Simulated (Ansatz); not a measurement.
**Fitting the HSE06 energy curve of Zn**

```cif
data_structure
_symmetry_space_group_name_H-M 'Fm-3m'
_symmetry_Int_Tables_number 225
_cell_length_a 3.9296
_cell_length_b 3.9296
_cell_length_c 3.9296
_cell_angle_alpha 90.000
_cell_angle_beta 90.000
_cell_angle_gamma 90.000
_cell_volume 60.68
loop_
_atom_site_label
_atom_site_type_symbol
_atom_site_symmetry_multiplicity
_atom_site_Wyckoff_symbol
_atom_site_fract_x
_atom_site_fract_y
_atom_site_fract_z
_atom_site_occupancy
Zn1 Zn 4 a 0.00000 0.00000 0.00000 1
```

This isn't the form of Zn at room conditions, which is hcp.

The cell was scaled at fixed shape and fractions and run with Ansatz, Ansatz PAW, cutoff 420 eV; HSE06, k mesh 8 × 8 × 8 on the cell of 1 atom, fermi-dirac occupations of 0.05 eV, no spin polarisation, no spin-orbit coupling. The potentials were made for PBE. Energies are those that the program minimises, any entropy of the smearing included. For a metal such a mesh isn't converged to the digits shown.

```tsv
V (Å³/atom)	energy over the lowest row (meV/atom)
14.2593	15.604
14.5626	7.447
14.8660	2.349
15.1694	0.000
15.4728	?
15.7762	3.129
16.0796	7.956
```

**Question.** Fit the third-order Birch-Murnaghan form, give V0, B0 and B′, and predict the energy left open.

**Answer.** With y = (V0/V)^(2/3), E = E0 + (9 V0 B0/16) [(y - 1)³ B′ + (y - 1)² (6 - 4y)]. Least squares through the rows shown give V0 = 15.2806 Å³/atom, E0 = -0.116 meV, B0 = 66.85 GPa (1 eV/Å³ = 160.218 GPa) and B′ = 3.35, with a largest miss of 0.055 meV. At V = 15.4728 the form with these constants gives 0.379 meV; the run gave 0.345 meV an atom.
